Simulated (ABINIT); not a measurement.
A run of ABINIT 10.8.3 (patched build) is set up as follows.

The input run.abi:

```
# Datasets: ground state, then fixed potential
ndtset 2

# Pseudopotentials
pp_dirpath "./"
pseudos "Ti.GGA_PBE-JTH.xml"

# Structure
acell 3*1.0
rprim
     5.5746920676     0.0000000000     0.0000000000
    -2.7873460338     4.8278249489     0.0000000000
     0.0000000000     0.0000000000     8.8439182632
ntypat 1
znucl 22
natom 2
typat 1 1
xcart
     1.4750000001     0.8515916470     3.5100000000
    -0.0000000001     1.7031832942     1.1700000000 Angstrom

# Plane-wave basis
ecut 15.0
pawecutdg 30.0

# Exchange and correlation
ixc 14

# Bands and occupations
occopt 3
tsmear 0.00183747

# SCF cycle
nstep 100

# Output
iomode 3
prtwf 0
prteig 0
prtebands 0
enunit 1
prtden1 1

# Dataset 1
kptopt1 1
ngkpt1 10 10 6
nshiftk1 1
shiftk1 0.0 0.0 0.0
nband1 16
tolvrs1 1.0e-9

# Dataset 2: bands along G-M-K-G-A-L-H-A
iscf2 -2
getden2 1
nband2 20
nbdbuf2 2
tolwfr2 1.0e-12
kptopt2 -7
ndivsm2 8
prteig2 1
kptbounds2
     0.0000000000     0.0000000000     0.0000000000
     0.5000000000     0.0000000000     0.0000000000
     0.3333333333     0.3333333333     0.0000000000
     0.0000000000     0.0000000000     0.0000000000
     0.0000000000     0.0000000000     0.5000000000
     0.5000000000     0.0000000000     0.5000000000
     0.3333333333     0.3333333333     0.5000000000
     0.0000000000     0.0000000000     0.5000000000
```

Potentials or basis: JTH PAW PBE v2.0.

The run is started by

```bash
$ abinit run.abi > log 2>&1
```

Problem. Predict the pressure.

Solution. 1.0 GPa.

Problem. Estimate the band gap on the k mesh.

Solution. None (metal or under the smearing width).

Stress tensor (GPa, compression positive):
```
1.11 0.00 0.00
0.00 1.11 0.00
0.00 0.00 0.77
```

Caveat: the PAW data sets were made with another functional, which shifts forces and pressure a little.
